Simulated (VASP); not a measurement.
# AlRu (Pm-3m) in VASP: notebook, part 3 of 3

VASP 6.6.1. Earlier steps stand in the parts before.

## Step 6: Band structure, PBE, spin-orbit coupling, no magnetisation

Contents of INCAR:

```
PREC = Accurate ; ENCUT = 520
EDIFF = 1E-7 ; ISMEAR = -1
SIGMA = 0.05 ; LREAL = F
LASPH = T ; NELM = 100
ALGO = Fast ; ISIF = 2
LWAVE = F ; LCHARG = F
MAGMOM = 0 0 0 0 0 0 ; LORBIT = 11
LSORBIT = T ; GGA_COMPAT = F
LMAXMIX = 4 ; GGA = PE
NBANDS = 29
```

Contents of KPOINTS:

```
Automatic mesh
0
Gamma
  7 7 7
```

Contents of POSCAR:

```
AlRu
1.0
    2.9916000000      0.0000000000      0.0000000000
    0.0000000000      2.9916000000      0.0000000000
    0.0000000000      0.0000000000      2.9916000000
Ru Al
1 1
Direct
    0.5000000000      0.5000000000      0.5000000000
    0.0000000000      0.0000000000      0.0000000000
```

Contents of KPOINTS_OPT:

```
path GXMGRX,MR
15
line-mode
reciprocal
 0.0000000000  0.0000000000  0.0000000000  G
 0.0000000000  0.5000000000  0.0000000000  X

 0.0000000000  0.5000000000  0.0000000000  X
 0.5000000000  0.5000000000  0.0000000000  M

 0.5000000000  0.5000000000  0.0000000000  M
 0.0000000000  0.0000000000  0.0000000000  G

 0.0000000000  0.0000000000  0.0000000000  G
 0.5000000000  0.5000000000  0.5000000000  R

 0.5000000000  0.5000000000  0.5000000000  R
 0.0000000000  0.5000000000  0.0000000000  X

 0.5000000000  0.5000000000  0.0000000000  M
 0.5000000000  0.5000000000  0.5000000000  R
```

Potentials or basis: VASP PAW PBE potentials, release 64 (Ru_pv, Al).

Command:

```
> cat potpaw_PBE.64/Ru_pv/POTCAR potpaw_PBE.64/Al/POTCAR > POTCAR
> mpirun -np 1 vasp_ncl > vasp.out
```

OUTCAR:

```text
PREC = Accurate
   ENCUT = 520
   EDIFF = 1E-7
   ISMEAR = -1
   LREAL = F
   LASPH = T
   NELM = 100
   ISIF = 2
   LORBIT = 11
   LSORBIT = T
   GGA = PE

 ion  position               nearest neighbor table
   1  0.500  0.500  0.500-   2 2.59   2 2.59   2 2.59   2 2.59   2 2.59   2 2.59   2 2.59   2 2.59

   2  0.000  0.000  0.000-   1 2.59   1 2.59   1 2.59   1 2.59   1 2.59   1 2.59   1 2.59   1 2.59

  LATTYP: Found a simple cubic cell.
 ALAT       =     2.9916000000

  Lattice vectors:

 A1 = (   2.9916000000,   0.0000000000,   0.0000000000)
 A2 = (   0.0000000000,   2.9916000000,   0.0000000000)
 A3 = (   0.0000000000,   0.0000000000,   2.9916000000)

Analysis of symmetry for initial positions (statically):
=====================================================================
 Subroutine PRICEL returns:
 Original cell was already a primitive cell.

 Routine SETGRP: Setting up the symmetry group for a
 simple cubic supercell.

 Subroutine GETGRP returns: Found 48 space group operations
 (whereof 48 operations were pure point group operations)
 out of a pool of 48 trial point group operations.

The static configuration has the point symmetry O_h .

Analysis of symmetry for dynamics (positions and initial velocities):
=====================================================================
 Subroutine PRICEL returns:
 Original cell was already a primitive cell.

 Routine SETGRP: Setting up the symmetry group for a
 simple cubic supercell.

 Subroutine GETGRP returns: Found 48 space group operations
 (whereof 48 operations were pure point group operations)
 out of a pool of 48 trial point group operations.

The dynamic configuration has the point symmetry O_h .

[... 825 lines left out ...]

 POSITION                                       TOTAL-FORCE (eV/Angst)
 -----------------------------------------------------------------------------------
      1.49580      1.49580      1.49580         0.000000      0.000000      0.000000
      0.00000      0.00000      0.00000         0.000000      0.000000      0.000000
 -----------------------------------------------------------------------------------
    total drift:                                0.000000     -0.000000     -0.000000

  FREE ENERGIE OF THE ION-ELECTRON SYSTEM (eV)
  ---------------------------------------------------
  free  energy   TOTEN  =       -14.4076750096 eV

  energy  without entropy=      -14.3913399099  energy(sigma->0) =      -14.39950746

 Spin-Orbit-Coupling matrix elements

 Ion:    1  E_soc:     -0.2673964
 l=   1
     0.0000000    -0.0372481    -0.0372481
    -0.0372481     0.0000000    -0.0372481
    -0.0372481    -0.0372481     0.0000000
 l=   2
     0.0000000    -0.0019443     0.0000000    -0.0019443    -0.0053737
    -0.0019443     0.0000000    -0.0040303    -0.0019443    -0.0013434
     0.0000000    -0.0040303     0.0000000    -0.0040303     0.0000000
    -0.0019443    -0.0019443    -0.0040303     0.0000000    -0.0013434
    -0.0053737    -0.0013434     0.0000000    -0.0013434     0.0000000
 l=   3
     0.0000000     0.0000000     0.0000000     0.0000000     0.0000000     0.0000000     0.0000000
     0.0000000     0.0000000     0.0000000     0.0000000     0.0000000     0.0000000     0.0000000
     0.0000000     0.0000000     0.0000000     0.0000000     0.0000000     0.0000000     0.0000000
     0.0000000     0.0000000     0.0000000     0.0000000     0.0000000     0.0000000     0.0000000
     0.0000000     0.0000000     0.0000000     0.0000000     0.0000000     0.0000000     0.0000000
     0.0000000     0.0000000     0.0000000     0.0000000     0.0000000     0.0000000     0.0000000
     0.0000000     0.0000000     0.0000000     0.0000000     0.0000000     0.0000000     0.0000000

 Ion:    2  E_soc:     -0.0002302
 l=   1
     0.0000000    -0.0000384    -0.0000384
    -0.0000384     0.0000000    -0.0000384
    -0.0000384    -0.0000384     0.0000000
 l=   2
     0.0000000     0.0000000     0.0000000     0.0000000     0.0000000
     0.0000000     0.0000000     0.0000000     0.0000000     0.0000000
     0.0000000     0.0000000     0.0000000     0.0000000     0.0000000
     0.0000000     0.0000000     0.0000000     0.0000000     0.0000000
     0.0000000     0.0000000     0.0000000     0.0000000     0.0000000
 l=   3
     0.0000000     0.0000000     0.0000000     0.0000000     0.0000000     0.0000000     0.0000000
     0.0000000     0.0000000     0.0000000     0.0000000     0.0000000     0.0000000     0.0000000
     0.0000000     0.0000000     0.0000000     0.0000000     0.0000000     0.0000000     0.0000000
     0.0000000     0.0000000     0.0000000     0.0000000     0.0000000     0.0000000     0.0000000
     0.0000000     0.0000000     0.0000000     0.0000000     0.0000000     0.0000000     0.0000000
     0.0000000     0.0000000     0.0000000     0.0000000     0.0000000     0.0000000     0.0000000
     0.0000000     0.0000000     0.0000000     0.0000000     0.0000000     0.0000000     0.0000000

 total charge

# of ion       s       p       d       tot
------------------------------------------
    1        0.337   6.246   6.209  12.791
    2        0.392   0.418   0.000   0.810
--------------------------------------------------
tot          0.728   6.664   6.209  13.601

 magnetization (x)

# of ion       s       p       d       tot
------------------------------------------
    1        0.000  -0.000  -0.000   0.000
    2        0.000  -0.000   0.000  -0.000
--------------------------------------------------
tot          0.000  -0.000  -0.000   0.000

 magnetization (y)

# of ion       s       p       d       tot
------------------------------------------
    1        0.000  -0.000   0.000   0.000
    2       -0.000   0.000   0.000  -0.000
--------------------------------------------------
tot          0.000  -0.000   0.000   0.000

 magnetization (z)

# of ion       s       p       d       tot
------------------------------------------
    1        0.000   0.000   0.000   0.000
    2        0.000  -0.000   0.000  -0.000
--------------------------------------------------
tot          0.000  -0.000   0.000   0.000
```

Wall time 3.5 min (1 thread of AMD EPYC 7R43 (Zen 3), shared host); peak memory 0.18 GiB.

What came out:

- Free energy: -14.4077 eV
- Pressure: 2.6 GPa
- Valence electrons inside the program's atomic spheres: Ru 12.79; Al 0.81

## Step 7: The reference run

An earlier run on the cell as given: functional PBEsol; potentials or basis VASP PAW PBE potentials, release 64 (Ru_pv, Al); cutoff 520 eV; k mesh 9 × 9 × 9; occupations fermi-dirac, width 0.05 eV; no spin polarisation.

- Pressure: -3.3 GPa
- Band gap on the k mesh: none (metal or under the smearing width)

## Step 8: Overview

| task | level | spin | k mesh | ladder | pressure (GPa) |
| --- | --- | --- | --- | --- | --- |
| band structure | revPBE | off | 9 × 9 × 9 | - | 5.0 |
| band structure | BLYP | off | 9 × 9 × 9 | - | 9.6 |
| band structure | PW91 | off | 9 × 9 × 9 | - | 3.0 |
| band structure | PBE | off | 9 × 9 × 9 | - | - |
| band structure | PBE | SOC, no magnetisation | 7 × 7 × 7 | - | 2.6 |
| single point | PBEsol | off | 9 × 9 × 9 | free | -3.3 |

Alike in all rows: potentials or basis VASP PAW PBE potentials, release 64 (Ru_pv, Al); cell as given; cutoff (eV) 520; smearing fermi-dirac 0.05 eV.

The pressure there spans -3.3 GPa (PBEsol) to 9.6 GPa (BLYP); a positive pressure means that this level wants a larger cell, a negative one a smaller.

Caveats: the PAW data sets were made with another functional, which shifts forces and pressure a little (some runs).

Absolute energies hang on the potentials; compare differences alone.
